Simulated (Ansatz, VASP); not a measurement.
# Cross-check of LiCl between VASP and Ansatz

One calculation is typed for both programs; each brings its own data sets and cutoff. How far apart do they land?

Calculated with Ansatz 0.2.0; plane waves, with VASP 6.6.1 beside it; relaxation of cell and atoms at PBE.

The database entry behind the starting cell differs from later determinations by our own check (0.1 to 0.3 % short, probably kX units), so it need not match the best structure at ambient conditions.

## 1. Starting point

Symmetry: Fm-3m, No. 225, cubic system. The conventional cell has a = 5.130 Å, b = 5.130 Å, c = 5.130 Å, α = 90.00°, β = 90.00°, γ = 90.00°. Nearest to Li lie 6 Cl at 2.56 Å. Cl has 6 Li at 2.56 Å nearest. Farther neighbours and most contacts between anions are not listed.

## 2. VASP: relaxation of cell and atoms, PBE

The relaxed volume is the usual yardstick between codes: its relative difference is about their pressure difference at one cell divided by the bulk modulus.

Lines of VASP's logs that name or quote its potential files are left out, and so is its time.

The input, INCAR:

```
SYSTEM = LiCl
PREC = Accurate
ENCUT = 700
EDIFF = 1E-06
NELM = 100
ISMEAR = -1
SIGMA = 0.05
LREAL = .FALSE.
ALGO = Normal
GGA = PE
NBANDS = 11
LORBIT = 11
LWAVE = .FALSE.
LCHARG = .FALSE.
KPAR = 2
IBRION = 2
NSW = 60
ISIF = 3
EDIFFG = -0.01
```

The input, POSCAR:

```
LiCl
1.0
    0.0000000000      2.5647700000      2.5647700000
    2.5647700000      0.0000000000      2.5647700000
    2.5647700000      2.5647700000      0.0000000000
Li Cl
1 1
Direct
    0.0000000000      0.0000000000      0.0000000000
    0.5000000000      0.5000000000      0.5000000000
```

The input, KPOINTS:

```
Automatic mesh
0
Gamma
7 7 7
0 0 0
```

PAW data sets: Li_sv and Cl (PBE family, release 64).

Command:

```
$ mpirun -np 2 vasp_std
```

Numbers of over 12 decimals in the logs are rounded to 6 here.

What it wrote:

```text
[banner, memory and clock lines left out]
running    2 mpi-ranks, on    1 nodes
 distrk:  each k-point on    1 cores,    2 groups
 distr:  one band on    1 cores,    1 groups

 POSCAR found type information on POSCAR LiCl
 POSCAR found :  2 types and       2 ions
 LDA part: xc-table for (Slater+PW92), standard interpolation
 POSCAR, INCAR and KPOINTS ok, starting setup
 FFT: planning ... GRIDC
 FFT: planning ... GRID_SOFT
 FFT: planning ... GRID
 WAVECAR not read
 entering main loop
       N       E                     dE             d eps       ncg     rms          rms(c)
DAV:   1     0.475620079675E+02    0.47562E+02   -0.50099E+03   440   0.104E+03
DAV:   2    -0.468640601637E+01   -0.52248E+02   -0.48076E+02   585   0.162E+02
DAV:   3    -0.739736903978E+01   -0.27110E+01   -0.27053E+01   563   0.403E+01
DAV:   4    -0.744791042959E+01   -0.50541E-01   -0.50493E-01   643   0.570E+00
DAV:   5    -0.744859550708E+01   -0.68508E-03   -0.68506E-03   552   0.602E-01    0.239E+00
DAV:   6    -0.737871441202E+01    0.69881E-01   -0.15762E-01   548   0.198E+00    0.170E+00
DAV:   7    -0.737992468868E+01   -0.12103E-02   -0.50395E-02   647   0.129E+00    0.919E-01
DAV:   8    -0.738400641181E+01   -0.40817E-02   -0.66409E-03   515   0.632E-01    0.143E-01
DAV:   9    -0.738397895152E+01    0.27460E-04   -0.18514E-04   574   0.105E-01    0.488E-02
DAV:  10    -0.738404141052E+01   -0.62459E-04   -0.10773E-04   502   0.768E-02    0.384E-02
DAV:  11    -0.738404209573E+01   -0.68521E-06   -0.87470E-06   617   0.204E-02
   1 F= -.73840421E+01 E0= -.73840421E+01  d E =-.738404E+01
 curvature:   0.00 expect dE= 0.000E+00 dE for cont linesearch  0.000E+00
 trial: gam= 0.00000 g(F)=  0.375E-60 g(S)=  0.260E-03 ort = 0.000E+00 (trialstep = 0.100E+01)
 search vector abs. value=  0.260E-03
 bond charge predicted
       N       E                     dE             d eps       ncg     rms          rms(c)
DAV:   1    -0.738517786156E+01   -0.11365E-02   -0.17556E-02   452   0.840E-01    0.204E-01
DAV:   2    -0.738435446837E+01    0.82339E-03   -0.19536E-03   534   0.267E-01    0.706E-02
DAV:   3    -0.738424881408E+01    0.10565E-03   -0.40837E-04   494   0.112E-01    0.435E-02
DAV:   4    -0.738423747452E+01    0.11340E-04   -0.10737E-05   774   0.246E-02    0.713E-03
DAV:   5    -0.738423595407E+01    0.15204E-05   -0.17870E-06   368   0.867E-03    0.243E-03
DAV:   6    -0.738423607034E+01   -0.11627E-06   -0.10865E-07   247   0.313E-03
   2 F= -.73842361E+01 E0= -.73842361E+01  d E =-.193975E-03
 trial-energy change:   -0.000194  1 .order   -0.000193   -0.000260   -0.000126
 step:   1.9446(harm=  1.9446)  dis= 0.00000  next Energy=    -7.384295 (dE=-0.253E-03)
 bond charge predicted
       N       E                     dE             d eps       ncg     rms          rms(c)
DAV:   1    -0.738512792386E+01   -0.89197E-03   -0.15552E-02   452   0.790E-01    0.189E-01
DAV:   2    -0.738440420500E+01    0.72372E-03   -0.17229E-03   537   0.250E-01    0.658E-02
DAV:   3    -0.738431169557E+01    0.92509E-04   -0.35867E-04   494   0.105E-01    0.415E-02
DAV:   4    -0.738430133904E+01    0.10357E-04   -0.94726E-06   774   0.230E-02    0.669E-03
DAV:   5    -0.738429994953E+01    0.13895E-05   -0.15836E-06   335   0.815E-03    0.222E-03
DAV:   6    -0.738430006273E+01   -0.11320E-06   -0.10645E-07   241   0.312E-03
   3 F= -.73843001E+01 E0= -.73843001E+01  d E =-.257967E-03
 curvature:  -0.97 expect dE=-0.934E-07 dE for cont linesearch -0.934E-07
 trial: gam=-0.01885 g(F)=  0.606E-60 g(S)=  0.961E-07 ort = 0.500E-05 (trialstep = 0.119E+01)
 search vector abs. value=  0.135E-09
 reached required accuracy - stopping structural energy minimisation
```

Parts of OUTCAR (step 2):

```text
ion  position               nearest neighbor table
   1  0.000  0.000  0.000-   2 2.56   2 2.56   2 2.56   2 2.56   2 2.56   2 2.56
   2  0.500  0.500  0.500-   1 2.56   1 2.56   1 2.56   1 2.56   1 2.56   1 2.56

  LATTYP: Found a face centered cubic cell.
 ALAT       =     5.1295400000

 Subroutine GETGRP returns: Found 48 space group operations
 (whereof 48 operations were pure point group operations)

The static configuration has the point symmetry O_h .

 Found     20 irreducible k-points:

   k-points           NKPTS =     20   k-points in BZ     NKDIM =     20   number of bands    NBANDS=     11

   dimension x,y,z NGX =    32 NGY =   32 NGZ =   32
   dimension x,y,z NGXF=    64 NGYF=   64 NGZF=   64

   ENCUT  =  700.0 eV  51.45 Ry    7.17 a.u.   7.82  7.82  7.82*2*pi/ulx,y,z

   NELECT =      10.0000    total number of electrons

 k-points in reciprocal lattice and weights: Automatic mesh
   0.00000000  0.00000000  0.00000000       0.003
   0.14285714  0.00000000  0.00000000       0.023
   0.28571429  0.00000000  0.00000000       0.023
   0.42857143  0.00000000  0.00000000       0.023
   0.14285714  0.14285714  0.00000000       0.017
   0.28571429  0.14285714  0.00000000       0.070
   0.42857143  0.14285714  0.00000000       0.070
  -0.42857143  0.14285714  0.00000000       0.070
  -0.28571429  0.14285714  0.00000000       0.070
[...]
-0.42857143  0.42857143  0.14285714       0.070
  -0.28571429  0.42857143  0.14285714       0.070

 average (electrostatic) potential at core
       1 -62.0954       2 -92.6598

 E-fermi :   1.7107

 k-point     1 :       0.0000    0.0000    0.0000
  band No.  band energies     occupation
      1     -43.0147      2.00000
      2     -12.8514      2.00000
      3       0.5160      2.00000
      4       0.5160      2.00000
      5       0.5160      2.00000
      6       6.8041      0.00000
      7      12.4474      0.00000
      8      12.4474      0.00000
      9      12.4474      0.00000
     10      14.9966      0.00000
    ...

 k-point     2 :       0.1429    0.0000    0.0000
  band No.  band energies     occupation
      1     -43.0143      2.00000
      2     -12.7556      2.00000
      3      -0.1400      2.00000
      4       0.4643      2.00000
      5       0.4643      2.00000
      6       7.3671      0.00000
      7      11.5376      0.00000
      8      12.2163      0.00000
      9      12.2163      0.00000
     10      13.6003      0.00000
    ...

 k-point     3 :       0.2857    0.0000    0.0000
  band No.  band energies     occupation
      1     -43.0131      2.00000
      2     -12.5256      2.00000
      3      -1.3343      2.00000
      4       0.3556      2.00000
      5       0.3556      2.00000
      6       7.6738      0.00000
      7      10.8935      0.00000
      8      10.8935      0.00000
      9      11.7111      0.00000
     10      14.8963      0.00000
    ...

  Total        0.0011521      0.0011521      0.0011521      0.0000000      0.0000000      0.0000000
  in kB        0.0542462      0.0542462      0.0542462      0.0000000      0.0000000      0.0000000
  external PRESSURE =       0.0542462 kB  Pullay stress =       0.0000000 kB

  energy-cutoff  :      700.00
  volume of cell :       34.03
      direct lattice vectors                 reciprocal lattice vectors
    -0.000000000  2.571979878  2.571979878    -0.194402765  0.194402765  0.194402765
     2.571979878 -0.000000000  2.571979878     0.194402765 -0.194402765  0.194402765
     2.571979878  2.571979878 -0.000000000     0.194402765  0.194402765 -0.194402765

 POSITION                                       TOTAL-FORCE (eV/Angst)
 -----------------------------------------------------------------------------------
      0.00000      0.00000     -0.00000        -0.000000     -0.000000     -0.000000
      2.57198      2.57198      2.57198         0.000000      0.000000      0.000000
 -----------------------------------------------------------------------------------
    total drift:                               -0.000000     -0.000000      0.000000

  FREE ENERGIE OF THE ION-ELECTRON SYSTEM (eV)
  ---------------------------------------------------
  free  energy   TOTEN  =        -7.3843000627 eV

  energy  without entropy=       -7.3843000627  energy(sigma->0) =       -7.38430006

 reached required accuracy - stopping structural energy minimisation

 total charge
# of ion       s       p       d       tot
------------------------------------------
    1        2.006   0.033   0.000   2.039
    2        1.589   3.590   0.000   5.179
--------------------------------------------------
tot          3.595   3.623   0.000   7.219

[... 3 further parts left out ...]
```

CONTCAR:

```
LiCl
   1.00000000000000
    -0.0000000000000000    2.5719798777846790    2.5719798777846790
     2.5719798777846790   -0.0000000000000000    2.5719798777846790
     2.5719798777846790    2.5719798777846790   -0.0000000000000000
  Li              Cl
     1     1
Direct
     0.0000000000000000    0.0000000000000000    0.0000000000000000
     0.5000000000000000    0.5000000000000000    0.5000000000000000
```

## 3. Ansatz: relaxation of cell and atoms, PBE

Ansatz runs on its default PAW (the set named soft_2) files.

The same cell, functional, mesh and smearing now go to Ansatz, which takes its cutoff from its data sets.

The input, input.yaml:

```yaml
crystal:
  lattice:
    - [0.0, 2.56477, 2.56477]
    - [2.56477, 0.0, 2.56477]
    - [2.56477, 2.56477, 0.0]
  atoms:
    - { symbol: Li, position: [0.0, 0.0, 0.0] }
    - { symbol: Cl, position: [0.5, 0.5, 0.5] }
hamiltonian:
  xc: pbe
  pseudopotentials: { kind: paw }
kpoints:
  mp_grid: { grid: [7, 7, 7] }
scf:
  occupations: { method: fermi_dirac, width: 0.05 }
relax:
  f_tol: 0.01
  max_steps: 60
  cell: { stress_tol: 0.05 }
output:
  forces: true
  stress: true
  write_density: true
  write_potential: true
  elf: true
  volumetric_format: npy
```

Command:

```
$ ansatz run input.yaml --threads 4 --pin off --max-ram 9216MiB --backend cpu --events-out ev --progress --plain --runs-dir out
```

What it wrote:

```text
Engine: ansatz 0.2.0, aarch64-unknown-linux-gnu
Pseudopotentials: kind: paw
Pseudopotential: Li, paw, valence charge 3, recommended cutoff 420 eV (normal), Li.paw.azcp
Pseudopotential: Cl, paw, valence charge 7, recommended cutoff 420 eV (normal), Cl.paw.azcp
Functional definition: PBE
  parameter kappa = 0.804
  parameter beta = 0.066725
  exchange = pbe_x(kappa = kappa, mu = beta*pi^2/3)
  correlation = pbe_c(beta = beta)
Crystal: 2 atoms, lattice volume = 33.742 Å³
Basis set: ecut = 420 eV, 645 PW (Γ), exchange–correlation on 50×50×50 points (8 copies of the dense FFT grid, shifted against one another)
Bands: 9, of which v1, the nominal top of the filled ones, is band 5 counted from 1 (4 counted from 0)
Symmetry: 48 space group operations
Space group: Fm-3m (ITA 225), of the structure as read, at distance tolerance 3.2e-5 Å
k-points: 20 of 343
Non-local potential: Li, projectors of the file, l = 0: 3, l = 1: 2, l = 2: 1
Non-local potential: Cl, projectors of the file, l = 0: 2, l = 1: 2, l = 2: 2
PAW form: soft (Blöchl's): semilocal exchange-correlation on the pseudo side does not see the compensation charge
PAW one-centre angular grid: Li, 110 points (default); XC on 64 Gauss nodes
PAW one-centre angular grid: Cl, 110 points (default); XC on 64 Gauss nodes
Initial density: superposition of atomic densities (neutral atoms: chi_scale 0, normalization atom), corrected by the library's trained network
Initial wavefunctions: pseudopotential atomic-orbital guess
Functional: x = pbe(κ = 0.804, μ = 0.219515), c = pbe(β = 0.066725)
SCF iter   1: F=—  HF=-1287.833451 eV  |F-HF|=—  |Δ(HF+E_count)|=         —  Δρ=2.61e-4  dr2=2.28e-5  ethr=1.77e-3  ⟨swp⟩=6.5  Hψ=1293  notcnv=0
preconditioner: auto → none  [insulator: Δε(μ)=6.333 eV  Ē_g=14.121 eV  σ=0.050 eV  W_gap=1.00  n_scr=8 (ndim 8)  ℏωp=18.1 eV  f_vac=0.000  D(μ)=0.00/eV (n_scr^D=0)  ε∞_Penn≈2.6]
SCF iter   2: F=—  HF=-1287.833392 eV  |F-HF|=—  |Δ(HF+E_count)|=   5.95e-5  Δρ=2.45e-4  dr2=3.07e-5  ethr=2.28e-7  ⟨swp⟩=2.8  Hψ=480  notcnv=0
SCF iter   3: F=—  HF=-1287.833375 eV  |F-HF|=—  |Δ(HF+E_count)|=   1.66e-5  Δρ=1.09e-4  dr2=5.27e-6  ethr=2.28e-7  ⟨swp⟩=2.5  Hψ=254  notcnv=0
SCF iter   4: F=—  HF=-1287.833370 eV  |F-HF|=—  |Δ(HF+E_count)|=   5.08e-6  Δρ=5.05e-5  dr2=1.15e-6  ethr=5.27e-8  ⟨swp⟩=2.0  Hψ=260  notcnv=0
SCF iter   5: F=—  HF=-1287.833370 eV  |F-HF|=—  |Δ(HF+E_count)|=   3.64e-7  Δρ=1.85e-5  dr2=1.64e-7  ethr=1.15e-8  ⟨swp⟩=2.0  Hψ=245  notcnv=0
SCF iter   6: F=-1287.833370 eV  HF=-1287.833370 eV  |F-HF|=8.25e-9  |Δ(HF+E_count)|=   5.59e-8  Δρ=4.73e-6  dr2=1.13e-8  ethr=1.00e-9  ⟨swp⟩=7.3  Hψ=805  notcnv=0
SCF 1 converged in 6 iterations: F = -1287.833370 eV  dr2 = 1.13e-8
  greatest PAW one-centre occupation: 1.000 electrons in one spin orbital (limit 2), on the Li atom at site 0 (counted from 0), in its partial waves of l = 0
relax step   1: F+E_penalty+E_count = -1287.83336975 eV  Δ(F+E_penalty+E_count) = +0.000e0 eV  max|allowed force component| = 1.976e-30 eV/Å  Δτ_max = 0.0000 Å  P = +0.398 GPa  Ω = 33.742 Å³  (6 SCF iters, dr2 threshold 1.00e-7 eV, accepted)
[...]
relax step   2: F+E_penalty+E_count = -1287.83381896 eV  Δ(F+E_penalty+E_count) = -4.492e-4 eV  max|allowed force component| = 1.643e-30 eV/Å  Δτ_max = 0.0000 Å  P = +0.129 GPa  Ω = 34.019 Å³  energy of the carried Pulay correction = -4.599e-6 eV  (3 SCF iters, dr2 threshold 2.00e-7 eV, accepted)
[...]
relax step   3: F+E_penalty+E_count = -1287.83387140 eV  Δ(F+E_penalty+E_count) = -5.244e-5 eV  max|allowed force component| = 1.859e-30 eV/Å  Δτ_max = 0.0000 Å  P = +0.002 GPa  Ω = 34.154 Å³  energy of the carried Pulay correction = -6.811e-6 eV  (4 SCF iters, dr2 threshold 4.14e-8 eV, accepted)
[...]
relax step   4: F+E_penalty+E_count = -1287.83387861 eV  Δ(F+E_penalty+E_count) = -7.219e-6 eV  max|allowed force component| = 2.679e-30 eV/Å  Δτ_max = 0.0000 Å  P = +0.003 GPa  Ω = 34.154 Å³  stress off target by 2.62e-3 GPa  SCF on the basis re-selected at this cell (its energy is not comparable with the rows above)  (7 SCF iters)
basis re-selected at this cell: Δ(F+E_penalty+E_count) = -7.219e-6 eV, ΔP = +0.000 GPa vs the last step (what re-selecting the basis moved, of the pressure what is left beyond the Pulay correction that the steps carried, after the strain that the cell walked since its last selection, with what the two solves' SCF thresholds leave and, on support functions, any second-order correction that the steps lacked; it is no m [...]
SCF converged after 7 iterations
Free energy (F): -1287.833879 eV
Harris-Foulkes:  -1287.833879 eV  (|F-HF|=9.09e-13)
Internal energy: -1287.833879 eV  (E = F + TS)
E sigma→0 (E₀):  -1287.833879 eV
Fermi energy:    4.803136 eV
--- Per-component energies (eV) ---
  E_band       = -104.124864
  E_kinetic    = 183.612841
  E_local      = -327.470474  (includes V_loc(G=0)·N_el)
  E_nonlocal   = -4.753224
  E_hartree    = 95.541500
  E_xc         = -118.617320
  E_vxc        = -136.855481  (∫ρ·V_xc dr)
  E_paw        = -680.420923  (= ΣΔE_a)
  E_vpaw       = -9.741643  (= ΣTr[D̂ρ^β])
  E_aug_tail   = 0.000097  (compensation charges beyond the density's cutoff)
  E_ewald      = -435.726376
  E_smearing   = -0.000000  (= −TS)
  E_closure    = 0.000000  (closes the sum)
  Σ components = -1287.833879   (vs F -1287.833879, Δ=0.00e0)
--- Forces (eV/Å), atoms counted from 1 ---
  atom   1  Li    -0.00000000     0.00000000     0.00000000
  atom   2  Cl     0.00000000    -0.00000000    -0.00000000
  max |Σ_I F_I| component: 5.16e-30 eV/Å
--- Stress (GPa, compression-positive) ---
        0.002616      -0.000000      -0.000000
       -0.000000       0.002616      -0.000000
       -0.000000      -0.000000       0.002616
  P = ⅓ Tr σ = 0.0026 GPa (0.026 kbar)
--- Band table (eV; the first three rows and the last of 20) ---
  k-point 0: bands = ["-41.9252", "-11.7541", "1.6011", "1.6011", "1.6011", "7.8605", "13.3837", "13.3837", "13.3837"]
  k-point 1: bands = ["-41.9247", "-11.6591", "0.9478", "1.5498", "1.5498", "8.4247", "12.5285", "13.1845", "13.1845"]
  k-point 2: bands = ["-41.9236", "-11.4313", "-0.2409", "1.4418", "1.4418", "8.7351", "11.8972", "11.8972", "12.7296"]
  k-point 19: bands = ["-41.9219", "-10.9913", "-0.5960", "-0.3502", "0.6940", "10.3642", "11.6421", "12.3464", "12.3497"]
--- Relaxed structure (3 steps of the walk, 3 accepted, 1 SCFs on fresh bases) ---
  F+E_penalty+E_count = -1287.83387861 eV   max|allowed force component| = 2.679e-30 eV/Å   (the final SCF, on the basis selected at the relaxed cell)
  cell:  # Å, volume = 34.1535 Å³
    - [0, 2.575146, 2.575146]
    - [2.575146, 0, 2.575146]
    - [2.575146, 2.575146, 0]
  atoms:
    - { symbol: Li, position: [0, 0, 0] }
    - { symbol: Cl, position: [0.5, 0.5, 0.5] }
```

Elapsed: 1.1 s, on 4 threads of Arm Neoverse V2, shared host; peak memory 0.25 GiB; 2.3 s of CPU time.

## 4. Comparison

Known differences besides the potentials themselves: both relaxations stop at a tolerance, which leaves soft axes loose, and VASP keeps its plane-wave basis; the cutoff is 420 eV in Ansatz and 700 eV in VASP; VASP leaves aspherical gradient terms in its spheres out (LASPH is not set), Ansatz keeps them; Ansatz adds a Pulay correction to the stress that steers its cell, VASP none. Total energies have different zeros and are not compared.

Both answers:

```
                                         quantity  Ansatz   VASP  difference
                                      volume (Å³)   34.15  34.03     +0.37 %
edge a after relaxation, in the typed setting (Å)   3.642  3.637     +0.12 %
```

The walks stopped with 0.00 GPa left in Ansatz and 0.01 GPa in VASP; each walk ends within a tolerance, so the volume difference is uncertain by about these residues over the bulk modulus, most in soft cells.

## 5. Outcome

| Item | Value |
| --- | --- |
| difference in volume (relaxation of cell and atoms, PBE) | 0.37 % |

The difference in volume is 0.37 % (relaxation of cell and atoms, PBE), within the 1.2 % picked in this series as the mark of a large difference, as far as the stopping tolerances let one tell. How closely two codes agree says nothing of how well the functional describes the real material.

[Lines on the potential files, build, host, timing and source positions are cut from VASP's logs without a mark.]

[Logs are printed without paths, hosts, clocks, repeated set-up lines and the standing remarks that a program may print on its own settings, such as how far it seeks lower states.]

[Hosts, paths, dates, database ids (printed as entryN), source tags and the programs' standing remarks are cut or masked in the printed files.]
